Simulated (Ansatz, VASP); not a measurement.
LiCl in VASP and in Ansatz

File INCAR:

```
SYSTEM = LiCl
PREC = Accurate
ENCUT = 520
EDIFF = 1E-6
ISMEAR = -1
SIGMA = 0.02
LREAL = .FALSE.
LASPH = .TRUE.
NELM = 100
ALGO = Normal
ISIF = 2
LWAVE = .FALSE.
LCHARG = .FALSE.
GGA = PE
NBANDS = 12
```

Contents of KPOINTS:

```
Automatic mesh
0
G
  8 8 8
  0 0 0
```

The input POSCAR:

```
LiCl
1.0
    3.2142060275      0.0000000000      0.0000000000
    0.0000000000      3.2142060275      0.0000000000
    0.0000000000      0.0000000000      3.2711235777
Li Cl
1 1
Direct
    0.0000000000      0.0000000000      0.0000000000
    0.5000000000      0.5000000000      0.5000000000
```

Input for Ansatz:

```yaml
crystal:
  lattice:
    - [3.2142060275, 0.0, 0.0]
    - [0.0, 3.2142060275, 0.0]
    - [0.0, 0.0, 3.2711235777]
  atoms:
    - { symbol: Li, position: [0.0, 0.0, 0.0] }
    - { symbol: Cl, position: [0.5, 0.5, 0.5] }
kpoints:
  mp_grid: { grid: [8, 8, 8] }
  band_path:
    path:
      - [0.0, 0.0, 0.0]
      - [0.0, 0.5, 0.0]
      - [0.5, 0.5, 0.0]
      - [0.5, 0.5, 0.5]
      - [0.0, 0.5, 0.5]
    npoints: 1
hamiltonian:
  xc: pbe
scf:
  occupations: { method: fermi_dirac, width: 0.02 }
  n_extra_bands: 4
output:
  forces: true
  stress: true
  eigenvalues: true
  write_density: true
  write_potential: true
  elf: true
  volumetric_format: npy
```

Change from the starting cell: biaxial_xy strain -1.7%.

Alike in both runs: task single point; functional PBE; k mesh 8 × 8 × 8; occupations fermi-dirac, width 0.02 eV; no spin polarisation.

|  | VASP | Ansatz |
| --- | --- | --- |
| version | VASP 6.6.1 | Ansatz 0.2.0 |
| potentials or method | VASP PAW PBE potentials, release 64 (Li_sv, Cl) | plane waves, PAW |
| plane-wave cutoff (eV) | 520 | 420 |
| valence electrons in the cell | 10 | 10 |

```csv
,VASP,Ansatz,Ansatz less VASP
gap on the k mesh at the Fermi level (eV),4.52,4.51,-0.015
```

With one functional, cell and mesh, what is left measures potentials, basis and numerics.

 A k mesh can miss the band edges.
